**GaN stretched along c: gap and energy in three functionals**

A functional that finds only three fifths of a gap should, naively, find only three fifths of its change when the crystal is stretched. For unstrained GaN, PBE gives 1.93 eV and HSE06 gives 3.20 eV, so PBE ought to miss much of the strain effect. It also seems obvious that stretching a relaxed crystal costs energy. The table contradicts the first expectation throughout and seems to contradict the second in one row.

Wurtzite GaN strained along c with the sides held, computed with Ansatz 0.2.0 (plane-wave PAW DFT, no spin polarisation; k mesh 6×6×4 for HSE06, 12×12×6 for PBE and r2SCAN). The unstrained cell and the atoms in each strained cell are relaxed with r2SCAN. Gap changes and energy rises are relative to the unstrained cell in the same functional.

| functional | strain (%) | band gap (eV) | band gap change (eV) | energy rise per atom (meV) |
| --- | --- | --- | --- | --- |
| HSE06 | 3 | 2.851 | -0.348 | 13.2 |
| HSE06 | 4.03 | 2.727 | -0.472 | 23.3 |
| PBE | 3 | 1.618 | -0.316 | -1.3 |
| PBE | 4.03 | 1.506 | -0.428 | 3.6 |
| r2SCAN | 3 | 2.021 | -0.330 | 12.4 |
| r2SCAN | 4.03 | 1.904 | -0.446 | 22.0 |

**What stretching does to the gap.** At 3 % strain the gap has fallen by 0.348 eV in HSE06 and by 0.316 eV in PBE. The two changes differ by about a tenth, although the unstrained gaps differ by two thirds. In each functional the loss per percent of strain is nearly the same at both strains. The gap stays direct at Γ, the centre of the Brillouin zone, so no band edge elsewhere in the zone takes over, and the steady loss per percent gives no sign of a change of state at Γ between the two strains. The k mesh differs by functional: 6×6×4 for HSE06 and 12×12×6 for the other two. So does the cutoff: 500 eV for r2SCAN and 420 eV for the other two. Both meshes contain Γ, and each strained run is compared with an unstrained one at the same settings.

The cause of the fall is standard band physics; the runs don't print the orbital characters. The lowest empty state at Γ is an antibonding combination of Ga and N s orbitals, and the coupling between neighbours pushes it up. Stretching along c at fixed sides enlarges the volume and weakens that coupling. The empty state is then pushed up less, and the gap narrows.

The filled side adds to this. Without spin-orbit coupling, which these runs leave out, the top of the valence band in wurtzite GaN is expected to be a pair of N 2p states lying in the plane across c. Stretching tilts the slanted bonds towards c, which strengthens the bonding of the p orbital along c at the expense of the in-plane pair. The bond along c itself lengthens and works the other way, but with the atoms free to relax the tilt is expected to win. The pair should then rise relative to its partner, and since it forms the band edge, the gap narrows further.

How much each part contributes can't be read from the table, because volume and shape change together in every row. A rough recalled volume coefficient of the gap, about −8 eV per unit of ln V, puts the volume part at 3 % in the region of 0.2 eV. That makes it a large part of the fall, but the estimate is too crude to give the shape part by subtraction.

**Why the functional matters so little.** All three functionals see the same atoms in the same places, so the bonds lengthen and tilt identically. What separates the functionals is mainly an offset between filled and empty states. That offset is expected to follow the character of those states, which a few percent of strain hardly alters, so it largely cancels in the change.

The HSE06 row at 3 % shows how well this works. Take the unstrained HSE06 gap and add the change found with PBE: 3.199 − 0.316 = 2.883 eV. The full HSE06 calculation gives 2.851 eV, so the estimate is 0.03 eV too high, about 9 % of the change. Had PBE's error been a common factor, the gap would have come out at 2.68 eV, a far worse miss.

The small miss is systematic. The HSE06 gap exceeds the PBE gap by 1.26 eV in the unstrained cell and by 1.22 eV at 4.03 %, so the offset itself shrinks slightly as the crystal is stretched. HSE06 is PBE with part of the short-range exchange replaced by exact exchange, so here the shrinkage comes from that replacement, apart from any small effect of the coarser k mesh. Exact exchange isn't the only route to such a shrinkage, though: r2SCAN has none, yet its lead over PBE also falls, from 0.417 eV in the unstrained cell to 0.398 eV at 4.03 %.

**Why PBE's energy falls first.** The odd row is PBE at 3 %, where the energy lies 1.3 meV per atom below that of the unstrained cell. This isn't a sign of a soft or unstable crystal. The unstrained cell was relaxed with r2SCAN, and PBE prefers a larger one. In PBE the crystal therefore starts out squeezed, pushing outward along c with 6.26 GPa, and the first stretch releases work.

With the sides held, that work is stress × volume × strain. One eV/Å³ is 160.2 GPa, so for 11.37 Å³ per atom and 3 % strain it comes to 6.26/160.2 × 11.37 × 0.03 = 0.0133 eV, or 13.3 meV per atom. Without this release the PBE energy would have risen by −1.3 + 13.3 = 12.0 meV. r2SCAN, which starts almost free of stress, gives 12.4 meV, so the two functionals find nearly the same stiffness along c for this cell. The small PBE forces on the r2SCAN atoms also do a little work that isn't removed here, so the last tenths of a meV shouldn't be read as stiffness. At its own, larger cell PBE is expected to be somewhat softer.

The PBE stress along c changes sign at a strain of roughly 1.7 %, by linear interpolation between the unstrained cell and the one at 3 %. There the energy is lowest. At 3 % it is already climbing but still just below its starting value, and at 4.03 % it is above it.

**Using the result.** For this loading, and on cells and atoms relaxed with r2SCAN, PBE reproduces the HSE06 change of the gap to about a tenth, and r2SCAN to about a twentieth. The gap itself must come from a better functional, since both are known to underestimate it; standard HSE06 is known to fall somewhat short for GaN as well. Here the sides are held; a rod pulled along c would contract sideways, and its gap would change by a different amount. The output below compares the rigid offset and the common factor, both built on the PBE rows, with the HSE06 and r2SCAN rows.

Output of the analysis:

```
Gap change:
     row  strain in %  unstrained gap in eV  change in meV per % strain  change in % of unstrained gap
   HSE06            3                 3.199                        -116                         -10.88
   HSE06         4.03                 3.199                      -117.1                         -14.75
     PBE            3                 1.934                      -105.3                         -16.34
     PBE         4.03                 1.934                      -106.2                         -22.13
  r2SCAN            3                 2.351                        -110                         -14.04
  r2SCAN         4.03                 2.351                      -110.7                         -18.97
Gaps predicted from PBE:
     row  strain in %  rigid shift in eV  miss of rigid shift in eV  common factor in eV  miss of common factor in eV
   HSE06            3              2.883                      0.032                2.676                      -0.1747
   HSE06         4.03              2.771                      0.044                2.491                      -0.2359
     PBE            3              1.618                  -2.22e-16                1.618                     2.22e-16
     PBE         4.03              1.506                          0                1.506                            0
  r2SCAN            3              2.035                      0.014                1.967                     -0.05413
  r2SCAN         4.03              1.923                      0.019                1.831                     -0.07328
HSE06 over PBE, ratio of unstrained gaps: 1.654
HSE06 over PBE, ratio of gap changes at 3 %: 1.101
HSE06 less PBE gap, unstrained, in eV: 1.265
HSE06 less PBE gap at 4.03 %, in eV: 1.221
rough volume-only gap change at 3 %, order of magnitude, in eV: -0.2365
Energy rise per atom:
     row  strain in %  total in meV  linear term in meV  remainder in meV
   HSE06            3          13.2              0.6536             12.55
   HSE06         4.03          23.3               0.878             22.42
     PBE            3          -1.3              -13.33             12.03
     PBE         4.03           3.6              -17.91             21.51
  r2SCAN            3          12.4           -0.002129              12.4
  r2SCAN         4.03            22            -0.00286                22
PBE strain of zero axial stress by linear interpolation, in %: 1.669
```
